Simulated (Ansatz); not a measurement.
# AlCo3: convergence and cost

The task here is to estimate one member of a computed series from the others.

Program: Ansatz 0.2.0. Level of theory: DFT PBEsol, scalar-relativistic, plane waves, PAW. These are calculated values, not measurements.

2 further runs of the same task are left out: 1 for a known fault of the program, 1 set aside as unsound or not needed. Runs told in other sessions of the task aren't counted.

## Starting point

It takes space group Pm-3m (No. 221, cubic). Conventional cell: a = 3.575 Å, b = 3.575 Å, c = 3.575 Å, α = 90.00°, β = 90.00°, γ = 90.00°. Al (site symmetry m-3m) has 12 Co at 2.53 Å in its first shell of neighbours. Co (site symmetry 4/mmm) is surrounded by 4 Al at 2.53 Å and 8 Co at 2.53 Å.

Structure file:

```
CELL_PARAMETERS angstrom
3.57495 0.00000 0.00000
0.00000 3.57495 0.00000
0.00000 0.00000 3.57495
ATOMIC_POSITIONS crystal
Al 0.00000 0.00000 0.00000
Co 0.50000 0.50000 0.00000
Co 0.50000 0.00000 0.50000
Co 0.00000 0.50000 0.50000
```

The structure comes from the Materials Project (structure only); it is used as listed.

## The base input

input.yaml reads:

```yaml
crystal:
  lattice:
    - [3.574948, 0.0, 0.0]
    - [0.0, 3.574948, 0.0]
    - [0.0, 0.0, 3.574948]
  atoms:
    - { symbol: Al, position: [0.0, 0.0, 0.0] }
    - { symbol: Co, position: [0.5, 0.5, 0.0], spin: 1.46 }
    - { symbol: Co, position: [0.5, 0.0, 0.5], spin: 1.46 }
    - { symbol: Co, position: [0.0, 0.5, 0.5], spin: 1.46 }
basis:
  ecutwfc: 420
kpoints:
  mp_grid: { grid: [12, 12, 12] }
hamiltonian:
  xc: pbesol
scf:
  occupations: { method: gaussian, width: 0.1 }
output:
  forces: true
  stress: true
  eigenvalues: true
  populations: true
magnetization:
  spin_polarized: true
```

Its results, from an earlier run: -3951.0459 eV/atom at zero smearing, pressure -7.41 GPa, largest force 0.000 eV/Å, no gap on the mesh, site moments Al -0.06, Co +1.35 (×3) μB, in 14 SCF cycles and 54 s.

The first run:

input.yaml reads:

```yaml
crystal:
  lattice:
    - [3.574948, 0.0, 0.0]
    - [0.0, 3.574948, 0.0]
    - [0.0, 0.0, 3.574948]
  atoms:
    - { symbol: Al, position: [0.0, 0.0, 0.0] }
    - { symbol: Co, position: [0.5, 0.5, 0.0], spin: 1.48 }
    - { symbol: Co, position: [0.5, 0.0, 0.5], spin: 1.48 }
    - { symbol: Co, position: [0.0, 0.5, 0.5], spin: 1.48 }
basis:
  ecutwfc: 420
kpoints:
  mp_grid: { grid: [1, 1, 1] }
hamiltonian:
  xc: pbesol
scf:
  occupations: { method: gaussian, width: 0.1 }
output:
  forces: true
  stress: true
  eigenvalues: true
  populations: true
magnetization:
  spin_polarized: true
```

The run is started by

```bash
ansatz run input.yaml --threads 1 --pin off --max-ram 2560MiB --backend cpu --events-out ev --progress --plain --runs-dir out
```

Steps of the session up to this table: K-point mesh set to 1×1×1; K-point mesh: 2×2×2; K-point mesh: 4×4×4; K-point mesh set to 6×6×6; K-point mesh set to 8×8×8; K-point mesh set to 10×10×10; K-point mesh set to 14×14×14; K-point mesh: 16×16×16.

One of the session's tables, all rows but one given; the rest of the session is left out.

```
    mesh  ΔE (meV/atom)  cell moment (μB)
   1×1×1           1390              8.00
   2×2×2          -21.9              1.68
   4×4×4          -1.78              3.78
   6×6×6           0.68              3.80
   8×8×8          -0.47              3.86
10×10×10           0.64              3.87
12×12×12              ?                 ?
14×14×14           0.15              3.87
16×16×16           0.00              3.86
```

Q: Estimate the row for 12×12×12 from the others.

The run gave: ΔE (meV/atom): -0.26; cell moment (μB): 3.88. In the column «ΔE (meV/atom)» it lies between 8×8×8 (-0.47) and 16×16×16 (0.00).

To keep in mind: The error changes sign along the series, since a k mesh isn't variational, and a metal needs dense meshes to resolve its Fermi surface. Warnings in the runs' records: stability check not made.
